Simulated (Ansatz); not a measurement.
The system is TiO2.

```
CELL_PARAMETERS angstrom
1.49733 0.86448 6.98154
-1.49733 0.86448 6.98154
0.00000 -1.72897 6.98154
ATOMIC_POSITIONS crystal
Ti 0.00000 0.00000 0.00000
O 0.37953 0.37953 0.37953
O 0.62047 0.62047 0.62047
```

Measurements of this composition are mostly on another form, of space group No. 141.

Base run:

```yaml
Program: Ansatz 0.2.0
Functional: r2SCAN0 form with a typed share of exact exchange
Potentials_or_basis: Ansatz PAW
Cutoff: "500 eV (not typed: the program's choice for these potentials)"
k_mesh: 6 × 6 × 6
Occupations: fermi-dirac, width 0.05 eV
Spin: no spin polarisation
```

Its results: band gap on the k mesh 6.31 eV, indirect (least direct gap 6.49 eV); pressure -7.7 GPa; largest force 1.108 eV/Å.

Task: After a change of settings the same cell gave: band gap on the k mesh 3.95 eV, indirect (least direct gap 4.14 eV); pressure -4.7 GPa; largest force 0.641 eV/Å. Which change was it?
A. share of exact exchange from 0.35 to 0
B. share of exact exchange from 0.35 to 0.15
C. share of exact exchange from 0.35 to 0.1
D. functional from r2SCAN0 form with a typed share of exact exchange to r2SCAN0; share of exact exchange from 0.35 to 0.25

Result: C.

Caveats: the PAW data sets come from PBE, with cores solved anew for the run's functional, which leaves a small shift of forces and pressure; the thresholds are loose for stress; forces of over 1 eV/Å show positions far from the minimum, so gaps and moduli don't describe the material at rest (some runs).
